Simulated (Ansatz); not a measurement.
Band gaps on a Γ-centred 6×6×6 mesh, computed with PBE with spin–orbit coupling in Ansatz (all-electron LAPW, point nucleus), no spin polarisation.

(1) Which crystal has a gap of 4.16 eV, direct?
A. CuI (zinc blende, a = 6.090 Å)
B. ZnSe (zinc blende, a = 5.740 Å)
C. InP (zinc blende, a = 5.960 Å)
D. KBr (rock salt, a = 6.700 Å)
E. AlP (zinc blende, a = 5.510 Å)
F. TlCl (CsCl, a = 3.900 Å)

Results:

(1) D. KBr 4.16 eV, direct; TlCl 1.80 eV, indirect; CuI 0.93 eV, direct; ZnSe 1.01 eV, direct; InP 0.41 eV, direct; AlP 1.61 eV, indirect.

A gap read on the mesh is an upper bound of this method's gap, since the mesh can miss a band edge. Semilocal functionals give gaps that mostly lie well below measured ones.
